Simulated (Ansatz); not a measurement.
# CsI: further runs on the relaxed cell

The task here is to estimate one member of a computed series from the others.

Computed with Ansatz 0.2.0 (DFT r2SCAN, scalar-relativistic, plane waves, PAW, unless a step's input says otherwise).

1 further run of the same task is left out (set aside as unsound or not needed).

## Starting point

The structure is cubic, space group Pm-3m (No. 221). The conventional cell has a = 4.609 Å, b = 4.609 Å, c = 4.609 Å, α = 90.00°, β = 90.00°, γ = 90.00°. Cs (site symmetry m-3m) has 8 I at 3.99 Å in its first shell of neighbours. I (site symmetry m-3m) has 8 Cs at 3.99 Å in its first shell of neighbours.

As a file:

```
Cs I
1.0
     4.60901    0.00000    0.00000
     0.00000    4.60901    0.00000
     0.00000    0.00000    4.60901
Cs I
1 1
Direct
  0.00000 0.00000 0.00000
  0.50000 0.50000 0.50000
```

This cell was relaxed beforehand with the same method: volume 48.95 Å³/atom, gap on the mesh 4.51 eV.

The first run:

The input, input.yaml:

```yaml
crystal:
  lattice:
    - [4.6090098925, 0.0, 0.0]
    - [0.0, 4.6090098925, 0.0]
    - [0.0, 0.0, 4.6090098925]
  atoms:
    - { symbol: Cs, position: [0.0, 0.0, 0.0] }
    - { symbol: I, position: [0.5, 0.5, 0.5] }
basis:
  ecutwfc: 500
kpoints:
  mp_grid: { grid: [6, 6, 6] }
  band_path:
    path:
      - [[0.0, 0.0, 0.0], [0.0, 0.5, 0.0], [0.5, 0.5, 0.0], [0.0, 0.0, 0.0], [0.5, 0.5, 0.5], [0.0, 0.5, 0.0]]
      - [[0.5, 0.5, 0.5], [0.5, 0.5, 0.0]]
    npoints: 14
hamiltonian:
  xc: r2scan
scf:
  occupations: { method: gaussian, width: 0.02 }
  n_extra_bands: 6
output:
  forces: true
  stress: true
  eigenvalues: true
  populations: true
  dos: { projected: true, de: 0.02, nscf_kmesh: { grid: [9, 9, 9] } }
  bader: true
  write_density: true
  write_potential: true
  elf: true
  volumetric_format: npy
```

The run is started by

```bash
$ ansatz run input.yaml --threads 1 --pin off --max-ram 2560MiB --backend cpu --events-out ev --progress --plain --runs-dir out
```

Among the steps run: Electronic structure at the relaxed geometry; Seeking the band edges over the whole zone; Levels beside the edges; Back to the database's cell; Dielectric function, independent particles; Point at V/V0 = 0.97; Point at V/V0 = 1.03; The cell scaled to 0.94 of its volume; The cell scaled to 1.06 of its volume; Point at V/V0 = 0.91; The cell scaled to 1.10 of its volume; Volume × 0.88.

One of the session's tables, all rows but one given; the rest of the session is left out.

It belongs to the step «Fit of the equation of state». 

```
volume (Å³/atom)  energy above the lowest point (meV/atom)  pressure (GPa)  gap on the mesh (eV)
          43.080                                      35.5            2.19                  4.46
          44.549                                      18.8            1.49                  4.52
          46.017                                         ?               ?                     ?
          47.486                                       1.9            0.42                  4.62
          48.955                                       0.0            0.01                  4.51
          50.423                                       1.5           -0.32                  4.41
          51.892                                       5.7           -0.60                  4.32
          53.850                                      14.9           -0.90                  4.20
```

**Question.** Estimate the row for volume (Å³/atom) = 46.017.

Worked estimate for «energy above the lowest point (meV/atom)». A straight line through the neighbours (44.549, 18.8) and (47.486, 1.9) gives 18.8 + (1.9 − 18.8) × (46.017 − 44.549) / (47.486 − 44.549) = 10.4; a parabola fitted to 4 rows on both sides gives 7.9.

As computed: energy above the lowest point (meV/atom): 7.9; pressure (GPa): 0.90; gap on the mesh (eV): 4.57. In «energy above the lowest point (meV/atom)» the line misses by +2.5 and the parabola by 0.0.

Limits of these values: The gap on the mesh goes from 4.46 eV at the smallest volume to 4.20 eV at the largest, through a peak of 4.62 eV between.
